## Question

The table gives the volume per atom at which body-centred cubic molybdenum has its lowest energy, according to one force field and six density-functional calculations. The last column compares each volume with the measured one.

Body-centred cubic molybdenum (space group Im-3m), computed with a classical force field and with density-functional theory in the programs listed. Each equilibrium volume is the minimum of that method's own energy curve for a static lattice, without zero-point or thermal motion; the measured volume includes both.

| method | rung | program | potentials | basis | spin | k mesh | smearing | equilibrium volume (Å³/atom) | computed less measured (Å³/atom) |
| --- | --- | --- | --- | --- | --- | --- | --- | --- | --- |
| 2NN MEAM | force field | LAMMPS | MoCoNiVFeAlCr_2nn.meam | default | none | none 1-atom cell | none | 15.577 | -0.006 |
| LDA | LDA | Quantum ESPRESSO | JTH 2.0 LDA | 490 eV | none | 12x12x12 1-atom cell | cold 0.2eV | 15.078 | -0.505 |
| LDA-PW92 | LDA | ABACUS | PseudoDojo NC SR 0.4.1 LDA standard | 1102 eV | none | 10x10x10 1-atom cell | Fermi Dirac 0.05eV | 15.049 | -0.534 |
| AM05 | GGA | SIRIUS | all electron FP LAPW | apw+lo standard | none | 12x12x12 1-atom cell | Fermi Dirac 0.05eV | 15.234 | -0.349 |
| B86bPBE | GGA | ABACUS | SSSP 1.3 efficiency PBE | 748 eV | none | 10x10x10 1-atom cell | Fermi Dirac 0.05eV | 15.850 | 0.267 |
| revPBE-D3(BJ)+ATM | GGA | Ansatz LAPW | all electron LAPW, scalar relativistic | 0.001 eV/atom basis error | collinear random | 12x12x12 1-atom cell | Fermi Dirac 0.025eV | 15.169 | -0.414 |
| PBEsol0 | hybrid | Ansatz | Ansatz PAW | 420 eV | none | 6x6x6 1-atom cell | Fermi Dirac 0.05eV | 15.065 | -0.518 |

Three explanations are proposed for the errors of the density-functional rows.

- **A.** The error depends on the rung: a volume improves on going from LDA to GGA to hybrid.
- **B.** The calculations hold the atoms still, while real atoms vibrate and push the crystal apart.
- **C.** Each functional adds its own push or pull on the lattice, whatever its rung.

At 15.57 Å³ per atom, almost exactly the measured volume, the LDA-PW92 run gives a pressure of −9.3 GPa and the B86bPBE run +4.5 GPa. A positive pressure means that the crystal pushes outwards. For molybdenum take a Debye temperature of roughly 450 K and a Grüneisen constant of roughly 1.6, and assume that the measurement was made near 300 K. Decide between A, B and C.

## Model answer

Pressure is the common currency here. Molybdenum is stiff, with a bulk modulus near 270 GPa, so an inner push of 1 GPa swells it by only about 0.4 %. Atomic vibration supplies a push of the order of 1 GPa. Exchanging LDA for a GGA of the PBE type supplies one of the order of 10 GPa.

**Explanation A** is tempting because a higher rung has more ingredients. Its first step even holds in this table: all three GGA errors are smaller than both LDA errors. The second step fails, since the hybrid, at 15.065 Å³, falls back between the two LDA rows, though on a coarse mesh. The three GGA rows also span 0.68 Å³ and lie on both sides of the measurement, so the label GGA alone fixes neither the size nor the sign of the error.

**Explanation B** names a real effect, and its size can be estimated. In the Debye model the zero-point energy per atom is $\tfrac98 k\theta$, where $k$ is Boltzmann's constant and $\theta$ the Debye temperature. Unless the temperature $T$ is far below $\theta$, the thermal energy is close to $3kT\left(1-\tfrac{3\theta}{8T}+\tfrac{\theta^2}{20T^2}\right)$. When the two are added, the terms in $\theta$ alone cancel:

$$E_{\rm vib}\approx 3kT\left(1+\frac{\theta^2}{20T^2}\right)\approx 3\times0.026\ {\rm eV}\times1.1\approx0.086\ {\rm eV}.$$

Vibrations soften as the crystal expands, so the crystal gains by expanding. The Grüneisen constant $\gamma$ measures this softening and turns the energy into a pressure at the volume $V$:

$$P_{\rm vib}=\frac{\gamma E_{\rm vib}}{V}\approx\frac{1.6\times0.086\ {\rm eV}}{15.58\ \text{Å}^3}\approx0.0088\ {\rm eV/Å^3}\approx1.4\ {\rm GPa}.$$

Divided by the bulk modulus, this push adds about 0.08 Å³ to the volume. A faultless static calculation should thus come out slightly below the measurement. LDA-PW92 comes out 0.53 Å³ below it, and vibration fills only about 15 % of its pressure deficit. B86bPBE is already too large, so vibration takes it further from the measurement.

There is a more general objection to B. Vibration shifts every static volume upwards by nearly the same amount. Such a shift can move the whole set of results, but it can hardly bring them closer together. The scatter between the functionals must come from the calculations themselves.

**Explanation C** remains, and the pressures show how large the effect is. At the same volume, B86bPBE pushes outwards by 13.8 GPa more than LDA-PW92, about ten times the vibrational push. The two runs share program, mesh and smearing. They differ in their potentials as well as in the functional, so a part of the difference may belong to the potentials. That part is probably small: a PBE run in the same program, with potentials of the same family as in the LDA-PW92 run but another basis, gives +4.4 GPa at this volume, close to B86bPBE.

Theory explains why a gradient correction should push outwards. LDA treats each small region as if it belonged to a uniform electron gas. A GGA also looks at how steeply the density changes compared with the density itself, and its exchange term lowers the energy where that change is steep. When the crystal expands, the density outside the inner cores thins out and, on the whole, becomes more uneven in this sense. The energy gain therefore grows with volume, and an energy that falls on expansion is an outward pressure. The gradient term in correlation works against this, but in functionals of the PBE type exchange wins.

The strength of the push depends on how quickly the exchange gain grows with the gradient. In B86bPBE it grows about as fast as in PBE, and the volume comes out too large. AM05 stays closer to LDA where the density varies gently, and its volume lies between those of LDA and B86bPBE. A separate PBEsol run, whose exchange was also weakened for gentle gradients, has its lowest energy at 15.36 Å³, again between the two. This order is what the mechanism leads one to expect, although the runs come from different programs and use different potentials.

A simple model turns the push into a volume. Let the extra push $p$ be the same at every volume, and let it act on the LDA-PW92 crystal, which has equilibrium volume $V_0$, bulk modulus $B$ and pressure derivative $B'$. Murnaghan's equation of state then gives

$$V=V_0\left(1-\frac{B'p}{B}\right)^{-1/B'}=15.05\ \text{Å}^3\left(1-\frac{4.39\times13.8}{291}\right)^{-1/4.39}\approx15.87\ \text{Å}^3.$$

The B86bPBE run itself gives 15.85 Å³. One pressure difference, taken at one volume, thus reproduces the step of 0.80 Å³ between the two runs to about 0.02 Å³.

The row revPBE-D3(BJ)+ATM seems to contradict this. The exchange of revPBE grows even faster with the gradient than that of PBE, so its volume should be large, yet it is 0.41 Å³ too small. Its close relative RPBE, run without a dispersion term, gives 15.99 Å³, which is 0.82 Å³ larger. The likely cause is the added dispersion term, whose main part pulls pairs of atoms together. In a metal the mobile electrons screen much of that attraction, and a correction designed mainly for molecules can overstate it. RPBE with a D3(BJ) term is known to shrink metals far too much. A run of revPBE with the dispersion term switched off would test this. The row also started from random magnetic moments and its final moment is not given, but bulk molybdenum is not magnetic.

The verdict is that C accounts best for the scatter, B is a small correction to every density-functional row, and A fails as a general rule. To guess the volume for a similar metal, ask first how strongly the exchange responds to gradients, then whether a pairwise attraction has been added. Divide the resulting push by the bulk modulus: the same push moves a softer metal further.

## Remarks on the reasoning

**Do not crown the best row.** The force field misses the measurement by only 0.006 Å³. Potentials of this kind are normally fitted to known lattice data, so the agreement may simply return what was put in. It gives no support to any of the three explanations.

**Know what the model tests.** The push of 13.8 GPa was taken from the LDA-PW92 and B86bPBE runs, so the B86bPBE volume is not an independent prediction. What the agreement shows is that the push changes little between 15.57 Å³, where it was taken, and the B86bPBE minimum. It would look just as good if part of the push came from the potentials. The printed output after this text gives the comparison together with the vibrational estimate for each row.

**Do not turn the failure of A into a verdict on hybrids.** The PBEsol0 row uses a coarse 6x6x6 mesh, which is risky for a metal with one atom in the cell. The PBEsol run lies 0.29 Å³ higher, but it also differs in program, potentials and mesh. The effect of exact exchange cannot be read from that gap.

**Translate volume into length before using it.** The density-functional errors run from 1.7 to 3.4 % in volume, which is about 0.6 to 1.2 % in the lattice parameter. An engineer who took such a computed cell as the unstrained reference for a molybdenum film would read a false strain of that size. The measured lattice parameter is the safer reference, and a computed strain should compare two cells from the same method.

Output of the analysis:

```
span of the three GGA volumes (angstrom^3/atom): 0.681
hybrid volume less mean LDA volume (angstrom^3/atom): 0.0015
difference of the two LDA volumes (angstrom^3/atom): 0.029
rough vibrational energy (eV/atom): 0.08628
rough outward pressure of vibration (GPa): 1.419
rough volume gain by vibration (angstrom^3/atom): 0.08163
errors without and with the rough vibrational gain (not meant for the fitted force field):
                row  static error in percent  error with vibration in angstrom^3
           2NN MEAM                  -0.0385                             0.07563
                LDA                   -3.241                             -0.4234
           LDA-PW92                   -3.427                             -0.4524
               AM05                    -2.24                             -0.2674
            B86bPBE                    1.713                              0.3486
  revPBE-D3(BJ)+ATM                   -2.657                             -0.3324
            PBEsol0                   -3.324                             -0.4364
volume of the pressure comparison less measured volume (angstrom^3/atom): -0.0092
pressure of LDA-PW92 there (GPa): -9.273
pressure of the further PBEsol run there (GPa): -4.262
pressure of B86bPBE there (GPa): 4.54
share of the LDA-PW92 pressure deficit that vibration fills (percent): 15.31
extra outward push of B86bPBE over LDA-PW92 (GPa): 13.81
B86bPBE volume predicted from LDA-PW92 with constant push (angstrom^3/atom): 15.87
that prediction less the computed B86bPBE volume (angstrom^3/atom): 0.02297
B86bPBE volume less LDA-PW92 volume (angstrom^3/atom): 0.801
further RPBE volume without dispersion less revPBE-D3(BJ)+ATM volume (angstrom^3/atom): 0.8195
further PBEsol volume less PBEsol0 volume (angstrom^3/atom): 0.2903
```
